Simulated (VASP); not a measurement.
**VASP 6.6.1 run: SnO**

INCAR

```
ISMEAR = -1
LWAVE = .FALSE.
METAGGA = TPSS
NELM = 78
IBRION = -1
SIGMA = 0.02
NSW = 0
LCHARG = .FALSE.
ISIF = 2
NBANDS = 28
LASPH = .TRUE.
PREC = Accurate
ENCUT = 520
EDIFF = 1E-7
LREAL = .FALSE.
```

KPOINTS

```
KPOINTS created by Atomic Simulation Environment
0
Gamma
6 6 6
0 0 0
```

POSCAR

```
Sn O
 1.0000000000000000
     3.7925880616946528    0.0000000000000000    0.0000000000000000
     0.0000000000000000    3.7925880616946528    0.0000000000000000
     0.0000000000000000    0.0000000000000000    4.7583872278309158
 Sn  O
   2   2
Cartesian
  0.0000000000000000  1.8962940308473264  1.1469289350624805
  1.8962940308473264  0.0000000000000000  3.6114582927684351
  1.8962940308473264  1.8962940308473264  0.0000000000000000
  0.0000000000000000  0.0000000000000000 -0.0000000000000000
```

The recommended PBE PAW datasets give the neutral cell 40 valence electrons.

Command

```
mpirun -np 1 vasp_std
```

OSZICAR

```
N       E                     dE             d eps       ncg     rms          rms(c)
DAV:   1     0.415812299533E+03    0.41581E+03   -0.20384E+04  2264   0.227E+03
DAV:   2     0.435185303591E+02   -0.37229E+03   -0.35874E+03  2288   0.545E+02
DAV:   3    -0.134816971967E+02   -0.57000E+02   -0.55817E+02  2620   0.181E+02
DAV:   4    -0.160362105082E+02   -0.25545E+01   -0.25435E+01  2640   0.405E+01
DAV:   5    -0.160758165519E+02   -0.39606E-01   -0.39597E-01  2472   0.554E+00    0.131E+01
DAV:   6    -0.492070012174E+02   -0.33131E+02   -0.15310E+02  2536   0.101E+02    0.154E+01
DAV:   7    -0.458127489966E+02    0.33943E+01   -0.34898E+00  3048   0.202E+01    0.114E+01
DAV:   8    -0.440509920236E+02    0.17618E+01   -0.22943E+01  3480   0.503E+01    0.589E+00
DAV:   9    -0.436095688190E+02    0.44142E+00   -0.40184E+00  3132   0.154E+01    0.233E+00
DAV:  10    -0.436480940101E+02   -0.38525E-01   -0.26973E-01  2272   0.309E+00    0.181E+00
DAV:  11    -0.436212875764E+02    0.26806E-01   -0.20682E-01  3036   0.574E+00    0.179E-01
DAV:  12    -0.436255544981E+02   -0.42669E-02   -0.24856E-02  2856   0.126E+00    0.241E-01
DAV:  13    -0.436265321056E+02   -0.97761E-03   -0.67979E-03  3164   0.111E+00    0.200E-01
DAV:  14    -0.436256632521E+02    0.86885E-03   -0.32295E-03  3316   0.607E-01    0.298E-02
DAV:  15    -0.436257647548E+02   -0.10150E-03   -0.47659E-04  2620   0.146E-01    0.299E-02
DAV:  16    -0.436257578871E+02    0.68677E-05   -0.52089E-05  3256   0.679E-02    0.107E-02
DAV:  17    -0.436257591521E+02   -0.12649E-05   -0.43374E-06  2832   0.181E-02    0.407E-03
DAV:  18    -0.436257594482E+02   -0.29609E-06   -0.63300E-07  2340   0.701E-03    0.157E-03
DAV:  19    -0.436257593377E+02    0.11046E-06   -0.30616E-08  1280   0.226E-03    0.760E-04
DAV:  20    -0.436257592822E+02    0.55526E-07   -0.31140E-08  1144   0.182E-03
   1 F= -.43625759E+02 E0= -.43625521E+02  d E =-.477284E-03
```

From OUTCAR

```
k-points           NKPTS =     40   k-points in BZ     NKDIM =     40   number of bands    NBANDS=     28

   NELECT =      40.0000    total number of electrons

   dimension x,y,z NGX =    28 NGY =   28 NGZ =   36
   dimension x,y,z NGXF=    56 NGYF=   56 NGZF=   72

  energy-cutoff  :      520.00
  volume of cell :       68.44
      direct lattice vectors                 reciprocal lattice vectors
     3.792588062  0.000000000  0.000000000     0.263672190  0.000000000  0.000000000
     0.000000000  3.792588062  0.000000000     0.000000000  0.263672190  0.000000000
     0.000000000  0.000000000  4.758387228     0.000000000  0.000000000  0.210155238

 k-points in reciprocal lattice and weights: KPOINTS created by Atomic Simulation Env
   0.00000000  0.00000000  0.00000000       0.005
   0.16666667  0.00000000  0.00000000       0.019
   0.33333333  0.00000000  0.00000000       0.019
   0.50000000  0.00000000  0.00000000       0.009
   0.16666667  0.16666667  0.00000000       0.019
   0.33333333  0.16666667  0.00000000       0.037
   0.50000000  0.16666667  0.00000000       0.019
   0.33333333  0.33333333  0.00000000       0.019
   ...

 E-fermi :   7.3852

 k-point     1 :       0.0000    0.0000    0.0000
  band No.  band energies     occupation
      1     -14.8691      2.00000
      2     -14.3188      2.00000
      3     -14.3184      2.00000
      4     -14.3184      2.00000
      5     -14.2632      2.00000
      6     -14.2496      2.00000
      7     -14.2160      2.00000
      8     -14.2008      2.00000
      9     -14.1788      2.00000
     10     -14.1788      2.00000
     11     -13.5368      2.00000
     12     -10.7876      2.00000
     13      -0.3588      2.00000
     14       0.4570      2.00000
     15       0.8738      2.00000
     16       0.8738      2.00000
     17       3.7481      2.00000
     18       4.0604      2.00000
     19       4.0604      2.00000
     20       7.4384      0.13029
     21       9.6787      0.00000
     22      11.9892      0.00000
     23      12.1482      0.00000
     24      12.1482      0.00000
     25      13.3981      0.00000
     26      13.3981      0.00000
     27      14.1037      0.00000
     28      14.4665      0.00000

 k-point     2 :       0.1667    0.0000    0.0000
  band No.  band energies     occupation
      1     -14.8545      2.00000
      2     -14.3884      2.00000
      3     -14.3132      2.00000
      4     -14.3106      2.00000
      5     -14.2969      2.00000
      6     -14.2653      2.00000
      7     -14.2386      2.00000
      8     -14.2077      2.00000
      9     -14.1857      2.00000
     10     -14.1674      2.00000
     11     -13.2495      2.00000
     12     -10.9259      2.00000
     13      -0.4842      2.00000
     14       0.5060      2.00000
     15       1.0374      2.00000
     16       1.0598      2.00000
     17       3.3694      2.00000
     18       3.8092      2.00000
     19       3.8256      2.00000
     20       7.3324      1.86687
     21      10.4474      0.00000
     22      10.6351      0.00000
     23      12.3320      0.00000
     24      12.5144      0.00000
     25      12.7650      0.00000
     26      13.5461      0.00000
     27      14.3786      0.00000
     28      16.4571      0.00000

 ...

  Total        1.6009023      1.6009023      1.3034212      0.0000000     -0.0000000      0.0000000
  in kB       37.4752289     37.4752289     30.5115469      0.0000000     -0.0000000      0.0000000
  external PRESSURE =      35.1540016 kB  Pullay stress =       0.0000000 kB

 POSITION                                       TOTAL-FORCE (eV/Angst)
 -----------------------------------------------------------------------------------
      0.00000      1.89629      1.14693        -0.000000     -0.000000      0.514141
      1.89629      0.00000      3.61146         0.000000     -0.000000     -0.514141
      1.89629      1.89629      0.00000         0.000000     -0.000000      0.000000
      0.00000      0.00000      0.00000         0.000000      0.000000      0.000000
 -----------------------------------------------------------------------------------
    total drift:                                0.000000      0.000000      0.000000

  FREE ENERGIE OF THE ION-ELECTRON SYSTEM (eV)
  ---------------------------------------------------
  free  energy   TOTEN  =       -43.6257592822 eV

  energy  without entropy=      -43.6252819984  energy(sigma->0) =      -43.62552064
```

It converged. Results: gap between bands v and c on the k mesh -0.06 eV (bands overlap: a metal); least direct gap on the k mesh 1.92 eV; pressure 3.5 GPa; largest force 0.51 eV/Å. Band v is the last that the valence electrons fill when counted band by band, and c is the next.

For comparison, a separate PBE run of the intended cell, on usual settings and not on those above, gives a gap of -0.06 eV on its mesh and a pressure of 5.6 GPa.

The run above took about 4.4 min on one core of a shared host (Intel Xeon Platinum 8488C) and held 0.21 GiB at most.
